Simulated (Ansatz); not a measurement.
Runs of Ansatz 0.2.0 on BN. Symmetry: F-43m, No. 216, cubic system. The conventional cell has a = 3.626 Å, b = 3.626 Å, c = 3.626 Å, α = 90.00°, β = 90.00°, γ = 90.00°. N (site symmetry -43m) has 4 B at 1.57 Å as nearest neighbours. B (site symmetry -43m) has 4 N at 1.57 Å as nearest neighbours. The cell is a database's computed one.

```tsv
task	level	potentials or basis	cell	k mesh	cutoff (eV)	smearing	basis error allowed	mesh quality	gap on the mesh (eV)	pressure (GPa)	relaxed volume (Å³/atom)
Born charges and dielectric tensor	LDA	all-electron PAW datasets made for the crystal	as given	13 × 13 × 13	580	fixed	-	not flagged	4.42	-	-
band structure	LDA	all-electron LAPW, scalar-relativistic	as given	13 × 13 × 13	448	fermi-dirac 0.05 eV	0.001 eV/atom	not flagged	4.42	-14.1	-
relaxation of cell and atoms	revPBE+D3(BJ)	all-electron LAPW, scalar-relativistic	relaxed	13 × 13 × 13	-	fermi-dirac 0.05 eV	0.001 eV/atom	not flagged	4.58	0.0	5.84
single point	PBE0	all-electron PAW datasets made for the crystal	as given	8 × 8 × 8	580	fermi-dirac 0.05 eV	-	not flagged	6.54	-	-
single point	PBE	all-electron PAW datasets made for the crystal	as given	10 × 10 × 10	520	fermi-dirac 0.05 eV	-	not flagged	4.46	-0.4	-
Born charges and dielectric tensor	PBE	all-electron PAW datasets made for the crystal	as given	13 × 13 × 13	580	fixed	-	not flagged	4.53	-	-
single point	PBE	all-electron LAPW, scalar-relativistic	as given	5 × 5 × 5	370	fermi-dirac 0.03 eV	0.004 eV/atom	coarse	4.93	-0.2	-
band structure	BLYP	all-electron LAPW, scalar-relativistic	as given	13 × 13 × 13	448	fermi-dirac 0.05 eV	0.001 eV/atom	not flagged	4.92	6.6	-
band structure	revPBE	all-electron LAPW, scalar-relativistic	as given	13 × 13 × 13	445	fermi-dirac 0.05 eV	0.001 eV/atom	not flagged	4.55	(a)	-
single point	PBE	all-electron PAW datasets made for the crystal	as given	8 × 8 × 8	520	fermi-dirac 0.05 eV	-	not flagged	4.46	-0.4	-
relaxation of cell and atoms	revPBE	all-electron LAPW, scalar-relativistic	relaxed	13 × 13 × 13	-	fermi-dirac 0.05 eV	0.001 eV/atom	not flagged	4.54	0.0	(b)
band structure	RPBE	all-electron LAPW, scalar-relativistic	as given	13 × 13 × 13	445	fermi-dirac 0.05 eV	0.001 eV/atom	not flagged	4.57	(c)	-
```

Alike in all rows: no spin polarisation.

Estimate the missing entries.

(a) 4.0; (b) 6.02; (c) 5.4.

Caveats: some runs use coarse meshes; an odd mesh through Γ misses points on the zone boundary, where band edges often lie (some runs); the program warned that the printed levels may be off, so bands, gaps and densities of states are rough (some runs).

Not every run made on this cell is shown here.
